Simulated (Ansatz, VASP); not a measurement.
**CdTe: VASP beside Ansatz**

```
Cd Te
1.0
     3.51433    0.00000    0.00000
     0.00000    3.51433    0.00000
     0.00000    0.00000    3.51433
Cd Te
1 1
Cartesian
  0.0000 0.0000 0.0000
  1.7572 1.7572 1.7572
```

Change from the starting cell: volume scaled by 0.8, LAPW.

Alike in both runs: task single point; functional PBE; k mesh 11 × 11 × 11; occupations fermi-dirac, width 0.05 eV; no spin polarisation.

|  | VASP | Ansatz |
| --- | --- | --- |
| version | VASP 6.6.1 | Ansatz 0.2.0 |
| potentials or method | VASP PAW PBE potentials, release 64 (Cd, Te), cutoff 520 eV | all-electron LAPW, scalar-relativistic |

|  | VASP | Ansatz | Ansatz less VASP |
| --- | --- | --- | --- |
| pressure (GPa) | 18.0 | 17.6 | -0.39 |

Ansatz ran all-electron here, so the differences hold the error of VASP's frozen core and of both bases.

Caveats: so large a pressure means that the cell lies far from this level's equilibrium, or that cutoff or potentials fall short (VASP). The runs have no spin-orbit coupling, so splittings on Te are missing.
